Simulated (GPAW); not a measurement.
# Ga (Pm-3m) in GPAW: convergence with convergence criteria

Aim: find how far convergence criteria must go before the results for Ga settle, at r2SCAN. This setting moves, with any that are tied to it; all else stays.

Program: GPAW 26.7.0. These are calculated values, not measurements. Logs are shortened: lines on timing, memory, paths and dates and some standing lists are left out, and cuts for length are marked. The log counts tension as positive stress, the text compression.

## 1. The crystal as given

It takes space group Pm-3m (No. 221, cubic). Conventional cell: a = 2.716 Å, b = 2.716 Å, c = 2.716 Å, α = 90.00°, β = 90.00°, γ = 90.00°. Ga (site symmetry m-3m) is surrounded by 6 Ga at 2.72 Å.

The cell was built by a generator and needn't be a form met in nature.

## 2. With convergence criteria density=0.001 energy=0.01 eigenstates=0.0001

File run.py:

```python
from ase.dft.bandgap import bandgap
from ase.io import read, write
from ase.units import GPa
from gpaw import GPAW, PW

atoms = read('POSCAR')

calc = GPAW(mode=PW(600),
            xc='MGGA_X_R2SCAN+MGGA_C_R2SCAN',
            kpts={'size': (10, 10, 10), 'gamma': True},
            occupations={'name': 'fermi-dirac', 'width': 0.05},
            nbands=7,
            convergence={'density': 0.001, 'energy': 0.01, 'eigenstates': 0.0001},
            maxiter=100,
            txt='gpaw.txt')
atoms.calc = calc
energy = atoms.get_potential_energy()
forces = atoms.get_forces()
stress = atoms.get_stress()
calc.write('gs.gpw')
write('result.traj', atoms)
print(f'Energy: {energy:.6f} eV')
print('Forces (eV/A):')
print(forces.round(4))
print('Stress (GPa):', (stress / GPa).round(3))
print('Fermi level:', round(calc.get_fermi_level(), 4), 'eV')
print(f'Gap: {bandgap(calc)[0]:.4f} eV, direct: {bandgap(calc, direct=True)[0]:.4f} eV')
```

File POSCAR:

```
Ga
1.0
    2.7164800000      0.0000000000      0.0000000000
    0.0000000000      2.7164800000      0.0000000000
    0.0000000000      0.0000000000      2.7164800000
Ga
1
Direct
    0.0000000000      0.0000000000      0.0000000000
```

Potentials or basis: GPAW PAW data sets (gpaw-data 1.2.1), pw.

Launch:

```
$ OMP_NUM_THREADS=1 python run.py
```

gpaw.txt:

```text
__  _  _
 | _ |_)|_||  |
 |__||  | ||/\| - 26.7.0

Input parameters:
  mode=PW(ecut=600.0),
  convergence={'density': 0.001, 'energy': 0.01, 'eigenstates': 0.0001},
  kpts=MonkhorstPack(size=(10, 10, 10), gamma=True),
  maxiter=100,
  nbands=7,
  occupations=Occupations(name='fermi-dirac', width=0.05),
  xc=XC(name='MGGA_X_R2SCAN+MGGA_C_R2SCAN')

Diagonalizing LCAO Hamiltonian
Converting LCAO to pw mode
   .------.
  /|      |
 * |      |
 | .------.
 |/      /
 Ga-----*

Atoms  # Å, Bohr magnetons
|   | symbol |        x |        y |        z |    initial magnetic moments |
|---|--------|----------|----------|----------|-----------------------------|
| 0 |     Ga | 0.000000 | 0.000000 | 0.000000 | ( 0.0000,  0.0000,  0.0000) |

Unit cell  # Å
| periodic |        x |        y |        z |  lengths |    angles |
|----------|----------|----------|----------|----------|-----------|
|      yes | 2.716480 | 0.000000 | 0.000000 | 2.716480 | 90.000000 |
|      yes | 0.000000 | 2.716480 | 0.000000 | 2.716480 | 90.000000 |
|      yes | 0.000000 | 0.000000 | 2.716480 | 2.716480 | 90.000000 |

Number of symmetries: 48
Symmetry operations  # r_c * U_cc + t_c -> r_c
|    | kind |            matrix            |
|----|------|------------------------------|
|  0 |  E   |  1, 0, 0,  0, 1, 0,  0, 0, 1 |
|  1 |  σ   |  1, 0, 0,  0, 1, 0,  0, 0,-1 |
|  2 |  σ   |  1, 0, 0,  0, 0, 1,  0, 1, 0 |
|  3 |  C4  |  1, 0, 0,  0, 0, 1,  0,-1, 0 |
|  4 |  C4  |  1, 0, 0,  0, 0,-1,  0, 1, 0 |
|  5 |  σ   |  1, 0, 0,  0, 0,-1,  0,-1, 0 |
|  6 |  σ   |  1, 0, 0,  0,-1, 0,  0, 0, 1 |
|  7 |  C2  |  1, 0, 0,  0,-1, 0,  0, 0,-1 |
|  8 |  σ   |  0, 1, 0,  1, 0, 0,  0, 0, 1 |
|  9 |  C2  |  0, 1, 0,  1, 0, 0,  0, 0,-1 |
| 10 |  C3  |  0, 1, 0,  0, 0, 1,  1, 0, 0 |
| 11 |  S6  |  0, 1, 0,  0, 0, 1, -1, 0, 0 |
| 12 |  S6  |  0, 1, 0,  0, 0,-1,  1, 0, 0 |
| 13 |  C3  |  0, 1, 0,  0, 0,-1, -1, 0, 0 |
| 14 |  C4  |  0, 1, 0, -1, 0, 0,  0, 0, 1 |
| 15 |  S4  |  0, 1, 0, -1, 0, 0,  0, 0,-1 |
| 16 |  C3  |  0, 0, 1,  1, 0, 0,  0, 1, 0 |
| 17 |  S6  |  0, 0, 1,  1, 0, 0,  0,-1, 0 |
| 18 |  σ   |  0, 0, 1,  0, 1, 0,  1, 0, 0 |
| 19 |  C4  |  0, 0, 1,  0, 1, 0, -1, 0, 0 |
| 20 |  C2  |  0, 0, 1,  0,-1, 0,  1, 0, 0 |
| 21 |  S4  |  0, 0, 1,  0,-1, 0, -1, 0, 0 |
| 22 |  S6  |  0, 0, 1, -1, 0, 0,  0, 1, 0 |
| 23 |  C3  |  0, 0, 1, -1, 0, 0,  0,-1, 0 |
| 24 |  S6  |  0, 0,-1,  1, 0, 0,  0, 1, 0 |
| 25 |  C3  |  0, 0,-1,  1, 0, 0,  0,-1, 0 |
| 26 |  C4  |  0, 0,-1,  0, 1, 0,  1, 0, 0 |
| 27 |  σ   |  0, 0,-1,  0, 1, 0, -1, 0, 0 |
| 28 |  S4  |  0, 0,-1,  0,-1, 0,  1, 0, 0 |
| 29 |  C2  |  0, 0,-1,  0,-1, 0, -1, 0, 0 |
| 30 |  C3  |  0, 0,-1, -1, 0, 0,  0, 1, 0 |
| 31 |  S6  |  0, 0,-1, -1, 0, 0,  0,-1, 0 |
| 32 |  C4  |  0,-1, 0,  1, 0, 0,  0, 0, 1 |
| 33 |  S4  |  0,-1, 0,  1, 0, 0,  0, 0,-1 |
| 34 |  S6  |  0,-1, 0,  0, 0, 1,  1, 0, 0 |
| 35 |  C3  |  0,-1, 0,  0, 0, 1, -1, 0, 0 |
| 36 |  C3  |  0,-1, 0,  0, 0,-1,  1, 0, 0 |
| 37 |  S6  |  0,-1, 0,  0, 0,-1, -1, 0, 0 |
| 38 |  σ   |  0,-1, 0, -1, 0, 0,  0, 0, 1 |
| 39 |  C2  |  0,-1, 0, -1, 0, 0,  0, 0,-1 |
| 40 |  σ   | -1, 0, 0,  0, 1, 0,  0, 0, 1 |
| 41 |  C2  | -1, 0, 0,  0, 1, 0,  0, 0,-1 |
| 42 |  C2  | -1, 0, 0,  0, 0, 1,  0, 1, 0 |
| 43 |  S4  | -1, 0, 0,  0, 0, 1,  0,-1, 0 |
| 44 |  S4  | -1, 0, 0,  0, 0,-1,  0, 1, 0 |
| 45 |  C2  | -1, 0, 0,  0, 0,-1,  0,-1, 0 |
| 46 |  C2  | -1, 0, 0,  0,-1, 0,  0, 0, 1 |
| 47 |  i   | -1, 0, 0,  0,-1, 0,  0, 0,-1 |

BZ-sampling:
  Number of BZ points: 1000
  Number of IBZ points: 56

  Monkhorst-Pack size: [10, 10, 10]
  Monkhorst-Pack shift: [0.05, 0.05, 0.05]

K-points  # in reciprocal-cell coordinates
|     |                                coordinates |     weight |
|-----|--------------------------------------------|------------|
|   0 | (  0.00000000,   0.00000000,   0.00000000) | 0.00100000 |
|   1 | (  0.10000000,   0.00000000,   0.00000000) | 0.00600000 |
|   2 | (  0.10000000,   0.10000000,   0.00000000) | 0.01200000 |
|   3 | (  0.10000000,   0.10000000,   0.10000000) | 0.00800000 |
|   4 | (  0.20000000,   0.00000000,   0.00000000) | 0.00600000 |
|   5 | (  0.20000000,   0.10000000,   0.00000000) | 0.02400000 |
|   6 | (  0.20000000,   0.10000000,   0.10000000) | 0.02400000 |
|   7 | (  0.20000000,   0.20000000,   0.00000000) | 0.01200000 |
|   8 | (  0.20000000,   0.20000000,   0.10000000) | 0.02400000 |
|   9 | (  0.20000000,   0.20000000,   0.20000000) | 0.00800000 |
| ... |                                            |            |
|  55 | (  0.50000000,   0.50000000,   0.50000000) | 0.00100000 |

Plane wave coefficients: 691
Cutoff: 600.0 eV

Spin-components: 1 (collinear spins)
Bands:           7
Projectors:      5
Spin-degeneracy: 2
Datatype:        complex128

Parallelization:
  kpt:    1
  domain: 1
  band:   1

Density:
  Valence electrons: 3.0
  Components: 1
  Grid points: [16 16 16]
  Charge: 0.0  # |e|

Potential:
  Grid points: [16 16 16]

species:
  Ga:
    name:    Gallium
    Z:       31.0
    valence: 3
    core:    28
    charge:  0.0  # [|e|]
    compensation charges:
      type: gauss
      rc: 0.37  # [Å]
      lmax: 2
    cutoffs:
      filter: 2.06  # [Å]
      core: 4.17  # [Å]
    projectors
    | kind |    occ | energy [eV] | rcut [Å] |
    |------|--------|-------------|----------|
    |   4s |  2.000 |      -8.945 |    1.164 |
    |   4p |  1.000 |      -2.580 |    1.164 |
    |    s |        |      18.266 |    1.164 |
    |    p |        |      24.631 |    1.164 |
    |    d |        |       0.000 |    1.164 |

    Using partial waves for Ga as LCAO basis

Reference energy: -52884.671529  # eV

eigensolver:
  PPCG
  Converge bands: occupied
  niter=2

density mixing:
  MSR1-Mixer
  Pratt-step length: 0.05
  Maximum mixing coefficient: 0.75
  Old densities: 10
  SVD Regularization: 0.005
  Good broyden scale: 1.0
  Trust region scale: 1.0
  Backstep threshold: 4.0
  History deletion threshold: 6.0
  Fourier metric: weight=20.0, sigma=0.015

occupation numbers:
  Fermi-Dirac:
    width: 0.0500  # eV

poisson solver:
  ecut: 4800.0  # eV

xc functional:
  name: MGGA_X_R2SCAN+MGGA_C_R2SCAN with 2 nearest neighbor stencil

convergence criteria:
- Maximum integral of absolute [dens]ity change: 0.001 electrons / valence electron
- Maximum [total energy] change in last 3 cyles: 0.01 eV / valence electron
- Maximum integral of absolute [eigenst]ate change: 0.0001 eV^2 / valence electron
maximum number of iterations: 100

SCF iterations
|iter     | |      energy | eigst |  dens |
|---------|-|-------------|-------|-------|
|iter:   1| |  -10.123318 | -0.92 |       |
|iter:   2| |  -10.008621 | -2.71 | -1.18 |
|iter:   3| |-1284.374424 | +3.07 | -1.14 |
|iter:   4| |   -9.357361 | +2.11 | +1.22 |
|iter:   5| |  -10.039956 | -0.38 | -1.32 |
|iter:   6| |  -10.046485 | -2.68 | -1.23 |
|iter:   7| |  -10.046967c| -3.87 | -1.97 |
|iter:   8| |  -10.047329c| -3.89 | -2.02 |
|iter:   9| |  -10.047329c| -5.04c| -3.27c|

Converged in 9 steps
Energy contributions relative to reference atoms: (reference = -52884.671529)

Energy contributions:
  Kinetic:           7.377050
  Coulomb:          -5.788624
  Zero:             -0.001392
  External:          0.000000
  Xc:              -11.631847
  Entropy:          -0.005030
  Spinorbit:         0.000000
  ----------------------------
  Free energy:     -10.049843
  Extrapolated:    -10.047329

dipole moment: (-6.982037, -6.982037, -6.982037)  # |e|*Ang

Fermi level: 5.243
Eigenvalues  # (at kpt = [0.000, 0.000, 0.000])
| band index |      eig [eV] | occ [0-2] |
|------------|---------------|-----------|
|          0 |        -5.830 |     2.000 |
|          1 |        14.767 |     0.000 |
|          2 |        14.767 |     0.000 |
|          3 |        14.767 |     0.000 |
|          4 |        16.995 |     0.000 |
|          5 |        16.995 |     0.000 |
|          6 |        20.939 |     0.000 |

No gap
No difference between direct/indirect transitions

Forces  # eV/Ang
|       x |       y |       z |
|---------|---------|---------|
| 0.00000 | 0.00000 | 0.00000 |  # Ga   0

Stress tensor  # eV/Ang^3
|         x |         y |        z |
|-----------|-----------|----------|
|  0.016177 | -0.000000 | 0.000000 |
| -0.000000 |  0.016177 | 0.000000 |
|  0.000000 |  0.000000 | 0.016177 |

# Writing to gs.gpw (mode='')
```

stdout:

```text
Energy: -10.047329 eV
Forces (eV/A):
[[0. 0. 0.]]
Stress (GPa): [ 2.592  2.592  2.592  0.     0.    -0.   ]
Fermi level: 5.2429 eV
Gap: 0.0000 eV, direct: 0.0000 eV
```

Wall time 8.5 s (1 thread of Arm Neoverse V2, shared host); peak memory 0.17 GiB.

Results:

```
Free energy            : -10.0498 eV
Pressure               : -2.6 GPa
Band gap on the k mesh : none (metal or under the smearing width)
```

## 3. With convergence criteria default

Changes to run.py since step 2:

```diff
@@ -12,3 +12,2 @@
             nbands=7,
-            convergence={'density': 0.001, 'energy': 0.01, 'eigenstates': 0.0001},
             maxiter=100,
```

POSCAR is that of step 2.

Potentials or basis: GPAW PAW data sets (gpaw-data 1.2.1), pw.

Launch:

```
$ OMP_NUM_THREADS=1 python run.py
```

Run time: 11 s. Hardware: 1 thread of Arm Neoverse V2, shared host; peak memory 0.17 GiB.

The run converged. Its results:

| Item | Value |
| --- | --- |
| Free energy | -10.0498 eV |
| Pressure | -2.6 GPa |
| Band gap on the k mesh | none (metal or under the smearing width) |

## 4. With convergence criteria density=1e-05 energy=1e-05

Changes to run.py since step 3:

```diff
@@ -12,2 +12,3 @@
             nbands=7,
+            convergence={'density': 1e-05, 'energy': 1e-05},
             maxiter=100,
```

POSCAR is that of step 3.

Launch:

```
$ OMP_NUM_THREADS=1 python run.py
```

It took 12 s on 1 thread of Arm Neoverse V2, shared host; peak memory 0.17 GiB.

The run converged. Its results:

```
Free energy            : -10.0498 eV
Pressure               : -2.6 GPa
Band gap on the k mesh : none (metal or under the smearing width)
```

## 5. With convergence criteria density=1e-05 forces=0.0001

Changes to run.py since step 4:

```diff
@@ -12,3 +12,3 @@
             nbands=7,
-            convergence={'density': 1e-05, 'energy': 1e-05},
+            convergence={'density': 1e-05, 'forces': 0.0001},
             maxiter=100,
```

POSCAR is that of step 4.

Launch:

```
$ OMP_NUM_THREADS=1 python run.py
```

Wall time 13 s (1 thread of Arm Neoverse V2, shared host); peak memory 0.17 GiB.

It converged, with:

* Free energy: -10.0498 eV
* Pressure: -2.6 GPa
* Band gap on the k mesh: none (metal or under the smearing width)

## 6. With convergence criteria density=1e-06 energy=1e-06 eigenstates=1e-10

Changes to run.py since step 5:

```diff
@@ -12,3 +12,3 @@
             nbands=7,
-            convergence={'density': 1e-05, 'forces': 0.0001},
+            convergence={'density': 1e-06, 'energy': 1e-06, 'eigenstates': 1e-10},
             maxiter=100,
```

POSCAR is that of step 5.

Potentials or basis: GPAW PAW data sets (gpaw-data 1.2.1), pw.

Launch:

```
$ OMP_NUM_THREADS=1 python run.py
```

Wall time 14 s (1 thread of Arm Neoverse V2, shared host); peak memory 0.17 GiB.

The run converged. Its results:

```
Free energy            : -10.0498 eV
Pressure               : -2.6 GPa
Band gap on the k mesh : none (metal or under the smearing width)
```

## 7. Result

```tsv
convergence criteria	energy less the tightest run, at zero smearing (meV/atom)	SCF cycles	CPU time (s)	peak memory (GiB)
density=0.001 energy=0.01 eigenstates=0.0001	0.00	9	8.5	0.17
default	0.00	12	11	0.17
density=1e-05 energy=1e-05	0.00	15	12	0.17
density=1e-05 forces=0.0001	0.00	16	13	0.17
density=1e-06 energy=1e-06 eigenstates=1e-10	0.00	16	14	0.17
```

Against the tightest run, the energy stays within 1 meV/atom from density=0.001 energy=0.01 eigenstates=0.0001 on. The tightest run that finished is the yardstick and may itself not be fully converged.

Caveats: the PAW data sets were made with another functional, which shifts forces and pressure a little.
